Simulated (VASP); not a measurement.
# InP (F-43m) in VASP: notebook, part 2 of 2

VASP 6.6.1. Earlier steps stand in the parts before.

**5. Relaxation of cell and atoms, PW91**

File INCAR:

```
SYSTEM = InP
PREC = Accurate
ENCUT = 600
EDIFF = 1E-7
ISMEAR = -1
SIGMA = 0.05
LREAL = .FALSE.
LASPH = .TRUE.
NELM = 80
ALGO = Normal
ISIF = 3
LWAVE = .FALSE.
LCHARG = .FALSE.
GGA = 91
IBRION = 2
NSW = 60
EDIFFG = -0.02
```

File KPOINTS:

```
Automatic mesh
0
G
  8 8 8
  0 0 0
```

File POSCAR:

```
InP
1.0
    0.0000000000      2.9305000000      2.9305000000
    2.9305000000      0.0000000000      2.9305000000
    2.9305000000      2.9305000000      0.0000000000
In P
1 1
Direct
    0.0000000000      0.0000000000      0.0000000000
    0.7500000000      0.7500000000      0.7500000000
```

Potentials or basis: VASP PAW PBE potentials, release 64 (In_d, P).

Run with:

```
$ cat potpaw_PBE.64/In_d/POTCAR potpaw_PBE.64/P/POTCAR > POTCAR
$ mpirun -np 1 vasp_std > vasp.out
```

OUTCAR:

```text
SYSTEM = InP
   PREC = Accurate
   ENCUT = 600
   EDIFF = 1E-7
   ISMEAR = -1
   LREAL = .FALSE.
   LASPH = .TRUE.
   NELM = 80
   ISIF = 3
   GGA = 91
   IBRION = 2
   NSW = 60
   EDIFFG = -0.02

 ion  position               nearest neighbor table
   1  0.000  0.000  0.000-   2 2.54   2 2.54   2 2.54   2 2.54
   2  0.750  0.750  0.750-   1 2.54   1 2.54   1 2.54   1 2.54

  LATTYP: Found a face centered cubic cell.
 ALAT       =     5.8610000000

  Lattice vectors:

 A1 = (   0.0000000000,   2.9305000000,   2.9305000000)
 A2 = (   2.9305000000,   0.0000000000,   2.9305000000)
 A3 = (   2.9305000000,   2.9305000000,   0.0000000000)

Analysis of symmetry for initial positions (statically):
=====================================================================
 Subroutine PRICEL returns:
[... 270 lines left out ...]
      6      -6.5667      2.00000
      7       4.6229      1.98501
      8       4.6229      1.98501
      9       4.6229      1.98501
     10       5.0454      0.05509
     11       8.7051      0.00000
     12       8.7051      0.00000
     13       8.7051      0.00000
[... 354 lines left out ...]
  band No.  band energies     occupation
      1      -9.5939      2.00000
      2      -9.4431      2.00000
      3      -9.4262      2.00000
      4      -9.3584      2.00000
      5      -9.3431      2.00000
      6      -4.7073      2.00000
      7      -0.7070      2.00000
      8       2.0929      2.00000
      9       3.1084      2.00000
     10       7.6382      0.00000
     11       8.8222      0.00000
     12      10.3872      0.00000
     13      11.6861      0.00000

 [... further k-points ...]

------------------------ aborting loop because EDIFF is reached ----------------------------------------

  FORCE on cell =-STRESS in cart. coord.  units (eV):
  Direction    XX          YY          ZZ          XY          YZ          ZX
  --------------------------------------------------------------------------------------
  -------------------------------------------------------------------------------------
  Total        0.0044204      0.0044204      0.0044204     -0.0000000     -0.0000000     -0.0000000
  in kB        0.1339824      0.1339824      0.1339824     -0.0000000     -0.0000000     -0.0000000
  external PRESSURE =       0.1339824 kB  Pullay stress =       0.0000000 kB
[... 17 lines left out ...]
  FREE ENERGIE OF THE ION-ELECTRON SYSTEM (eV)
  ---------------------------------------------------
  free  energy   TOTEN  =        -8.4545303139 eV

  energy  without entropy=       -8.4544703817  energy(sigma->0) =       -8.45450035

 reached required accuracy - stopping structural energy minimisation
```

OSZICAR:

```text
N       E                     dE             d eps       ncg     rms          rms(c)
DAV:   1     0.119067320504E+03    0.11907E+03   -0.92751E+03   754   0.170E+03
[... 30 lines left out ...]
DAV:   2    -0.846901923271E+01    0.89384E-01   -0.19704E-01   944   0.116E+01    0.738E-01
DAV:   3    -0.845480802668E+01    0.14211E-01   -0.43736E-02   984   0.481E+00    0.454E-01
DAV:   4    -0.845474464927E+01    0.63377E-04   -0.17417E-03   787   0.439E-01    0.337E-01
DAV:   5    -0.845452884974E+01    0.21580E-03   -0.26235E-04   967   0.178E-01    0.105E-01
DAV:   6    -0.845453895826E+01   -0.10109E-04   -0.89746E-05  1156   0.130E-01    0.303E-02
DAV:   7    -0.845453037496E+01    0.85833E-05   -0.11960E-05   907   0.451E-02    0.237E-03
DAV:   8    -0.845453031387E+01    0.61091E-07   -0.43140E-07   896   0.930E-03
   3 F= -.84545303E+01 E0= -.84545003E+01  d E =-.248577E-01
```

Wall time 33 s (1 thread of Intel Xeon 6975P-C (Granite Rapids), shared host); peak memory 0.21 GiB.

What came out:

```
Free energy                            : -8.4545 eV
Relaxed volume                         : 26.43 Å³/atom
Relaxed cell                           : a = 4.213 Å, b = 4.213 Å, c = 4.213 Å, α = 60.00°, β = 60.00°, γ = 60.00°
Space group after relaxing (to 0.05 Å) : F-43m (No. 216)
Energy gained by relaxing              : 12.4 meV/atom
Ionic steps                            : 3
Pressure after relaxing                : 0.0 GPa
Band gap on the k mesh                 : 0.42 eV, direct
```

The path:
```
step  energy change (eV)  largest force (eV/Å)  pressure (GPa)  volume (Å³)
   1              0.0000                0.0000            3.31        50.33
   2             -0.0187                0.0000           -1.42        54.21
   3             -0.0249                0.0000            0.01        52.86
```

Final structure:
```xyz
2
Lattice="0.0000 2.9787 2.9787 2.9787 0.0000 2.9787 2.9787 2.9787 0.0000" Properties=species:S:1:pos:R:3 pbc="T T T"
In    0.0000    0.0000    0.0000
P     4.4681    4.4681    4.4681
```

Levels at points of the mesh, in eV from the valence-band top:
```tsv
k point	band 7	band 8	band 9	band 10	band 11	band 12
(0.00, 0.00, 0.00)	0.00	0.00	0.00	0.42	4.08	4.08
(0.50, 0.00, 0.00)	-5.48	-0.90	-0.90	1.37	4.80	4.80
(0.50, 0.50, 0.00)	-5.55	-2.16	-2.16	1.83	2.26	8.88
```

Caveat: the PAW data sets were made with another functional, which shifts forces and pressure a little; spin-orbit coupling is left out, which moves the levels of the heavy elements.

**6. The reference run**

An earlier run on the cell as given: functional PBEsol; potentials or basis VASP PAW PBE potentials, release 64 (In_d, P); cutoff 520 eV; k mesh 8 × 8 × 8; occupations fermi-dirac, width 0.05 eV; no spin polarisation.

* Pressure: 0.6 GPa
* Band gap on the k mesh: 0.61 eV, direct

**7. The runs side by side**

```csv
task,level,spin,cell,k mesh,cutoff (eV),smearing,optimiser,ladder,gap on the mesh (eV),pressure (GPa),relaxed volume (Å³/atom)
relaxation of cell and atoms,optPBE-vdW,off,relaxed,8 × 8 × 8,600,tetrahedron,FIRE,-,0.33,0.0,26.75
single point,optB88-vdW,"SOC, no magnetisation",as given,6 × 6 × 6,520,gaussian 0.05 eV,-,-,-,3.0,-
single point,PBE,off,as given,8 × 8 × 8,520,gaussian 0.011 eV,-,-,0.71,3.3,-
relaxation of cell and atoms,PW91,off,relaxed,8 × 8 × 8,600,fermi-dirac 0.05 eV,-,-,0.42,0.0,26.43
single point,PBEsol,off,as given,8 × 8 × 8,520,fermi-dirac 0.05 eV,-,free,0.61,0.6,-
```

Alike in all rows: potentials or basis VASP PAW PBE potentials, release 64 (In_d, P).

The pressure there spans 0.6 GPa (PBEsol) to 3.3 GPa (PBE); a positive pressure means that this level wants a larger cell, a negative one a smaller.

Caveats: the PAW data sets were made with another functional, which shifts forces and pressure a little (some runs); spin-orbit coupling is left out, which moves the levels of the heavy elements (some runs).

Absolute energies hang on the potentials; compare differences alone.

**8. How close it comes**

Step 4. A measured gap of InP is 1.4236 eV (direct; 1.6 K; a printed reference work, data compilation); the calculated 0.71 eV misses it by -0.71 eV. Spin-orbit coupling on In is left out. The value is that of PBE, without temperature or zero-point motion. Semilocal functionals fall short of measured gaps as a rule.
